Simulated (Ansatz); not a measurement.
# TiO2: the cost of one run

Computed with Ansatz 0.2.0 (DFT PBE, scalar-relativistic, plane waves, PAW, unless a step's input says otherwise).

## 1. Starting point

It takes space group Pbcn (No. 60, orthorhombic). The conventional cell has a = 4.515 Å, b = 5.497 Å, c = 4.939 Å, α = 90.00°, β = 90.00°, γ = 90.00°. Around Ti (site symmetry 2) lie 6 O at 1.89 to 2.05 Å. Around O (site symmetry 1) lie 3 Ti at 1.89 to 2.05 Å.

As a file:

```
Ti O
1.0
    -4.51500    5.49700    4.93900
     4.51500   -5.49700    4.93900
     4.51500    5.49700   -4.93900
Ti O
16 32
Direct
  0.21050 0.12500 0.08550
  0.71050 0.62500 0.08550
  0.71050 0.12500 0.58550
  0.21050 0.62500 0.58550
  0.03950 0.12500 0.41450
  0.53950 0.62500 0.41450
  0.53950 0.12500 0.91450
  0.03950 0.62500 0.91450
  0.78950 0.37500 0.41450
  0.28950 0.87500 0.41450
  0.28950 0.37500 0.91450
  0.78950 0.87500 0.91450
  0.96050 0.37500 0.08550
  0.46050 0.87500 0.08550
  0.46050 0.37500 0.58550
  0.96050 0.87500 0.58550
  0.39400 0.34900 0.33100
  0.89400 0.84900 0.33100
  0.89400 0.34900 0.83100
  0.39400 0.84900 0.83100
  0.01800 0.06300 0.16900
  0.51800 0.56300 0.16900
  0.51800 0.06300 0.66900
  0.01800 0.56300 0.66900
  0.85600 0.18700 0.45500
  0.35600 0.68700 0.45500
  0.35600 0.18700 0.95500
  0.85600 0.68700 0.95500
  0.73200 0.40100 0.04500
  0.23200 0.90100 0.04500
  0.23200 0.40100 0.54500
  0.73200 0.90100 0.54500
  0.60600 0.15100 0.16900
  0.10600 0.65100 0.16900
  0.10600 0.15100 0.66900
  0.60600 0.65100 0.66900
  0.98200 0.43700 0.33100
  0.48200 0.93700 0.33100
  0.48200 0.43700 0.83100
  0.98200 0.93700 0.83100
  0.14400 0.31300 0.04500
  0.64400 0.81300 0.04500
  0.64400 0.31300 0.54500
  0.14400 0.81300 0.54500
  0.26800 0.09900 0.45500
  0.76800 0.59900 0.45500
  0.76800 0.09900 0.95500
  0.26800 0.59900 0.95500
```

The runs take a perfect supercell of 48 atoms; the defect goes to fractional position (0.394, 0.349, 0.331).

## 2. The perfect supercell

The input, input.yaml:

```yaml
crystal:
  lattice:
    - [-4.515, 5.497, 4.939]
    - [4.515, -5.497, 4.939]
    - [4.515, 5.497, -4.939]
  atoms:
    - { symbol: Ti, position: [0.2105, 0.125, 0.0855] }
    - { symbol: Ti, position: [0.7105, 0.625, 0.0855] }
    - { symbol: Ti, position: [0.7105, 0.125, 0.5855] }
    - { symbol: Ti, position: [0.2105, 0.625, 0.5855] }
    - { symbol: Ti, position: [0.0395, 0.125, 0.4145] }
    - { symbol: Ti, position: [0.5395, 0.625, 0.4145] }
    - { symbol: Ti, position: [0.5395, 0.125, 0.9145] }
    - { symbol: Ti, position: [0.0395, 0.625, 0.9145] }
    - { symbol: Ti, position: [0.7895, 0.375, 0.4145] }
    - { symbol: Ti, position: [0.2895, 0.875, 0.4145] }
    - { symbol: Ti, position: [0.2895, 0.375, 0.9145] }
    - { symbol: Ti, position: [0.7895, 0.875, 0.9145] }
    - { symbol: Ti, position: [0.9605, 0.375, 0.0855] }
    - { symbol: Ti, position: [0.4605, 0.875, 0.0855] }
    - { symbol: Ti, position: [0.4605, 0.375, 0.5855] }
    - { symbol: Ti, position: [0.9605, 0.875, 0.5855] }
    - { symbol: O, position: [0.394, 0.349, 0.331] }
    - { symbol: O, position: [0.894, 0.849, 0.331] }
    - { symbol: O, position: [0.894, 0.349, 0.831] }
    - { symbol: O, position: [0.394, 0.849, 0.831] }
    - { symbol: O, position: [0.018, 0.063, 0.169] }
    - { symbol: O, position: [0.518, 0.563, 0.169] }
    - { symbol: O, position: [0.518, 0.063, 0.669] }
    - { symbol: O, position: [0.018, 0.563, 0.669] }
    - { symbol: O, position: [0.856, 0.187, 0.455] }
    - { symbol: O, position: [0.356, 0.687, 0.455] }
    - { symbol: O, position: [0.356, 0.187, 0.955] }
    - { symbol: O, position: [0.856, 0.687, 0.955] }
    - { symbol: O, position: [0.732, 0.401, 0.045] }
    - { symbol: O, position: [0.232, 0.901, 0.045] }
    - { symbol: O, position: [0.232, 0.401, 0.545] }
    - { symbol: O, position: [0.732, 0.901, 0.545] }
    - { symbol: O, position: [0.606, 0.151, 0.169] }
    - { symbol: O, position: [0.106, 0.651, 0.169] }
    - { symbol: O, position: [0.106, 0.151, 0.669] }
    - { symbol: O, position: [0.606, 0.651, 0.669] }
    - { symbol: O, position: [0.982, 0.437, 0.331] }
    - { symbol: O, position: [0.482, 0.937, 0.331] }
    - { symbol: O, position: [0.482, 0.437, 0.831] }
    - { symbol: O, position: [0.982, 0.937, 0.831] }
    - { symbol: O, position: [0.144, 0.313, 0.045] }
    - { symbol: O, position: [0.644, 0.813, 0.045] }
    - { symbol: O, position: [0.644, 0.313, 0.545] }
    - { symbol: O, position: [0.144, 0.813, 0.545] }
    - { symbol: O, position: [0.268, 0.099, 0.455] }
    - { symbol: O, position: [0.768, 0.599, 0.455] }
    - { symbol: O, position: [0.768, 0.099, 0.955] }
    - { symbol: O, position: [0.268, 0.599, 0.955] }
basis:
  ecutwfc: 420
  fft_grid_basis: typed
kpoints:
  mp_grid: { grid: [2, 2, 2] }
hamiltonian:
  xc: pbe
  pseudopotentials: { kind: paw }
scf:
  occupations: { method: gaussian, width: 0.05 }
output:
  forces: true
  stress: false
  eigenvalues: true
  bader: false
  write_density: true
  volumetric_format: npy
```

The run is started by

```
$ ansatz run input.yaml --threads 4 --pin off --max-ram 10240MiB --backend cpu --events-out ev --progress --plain --runs-dir out
```

**Question.** How long does this run take on 4 threads of Arm Neoverse V1, shared host, and how much memory does it need?

About 11 s, with a peak of 2.6 GiB.
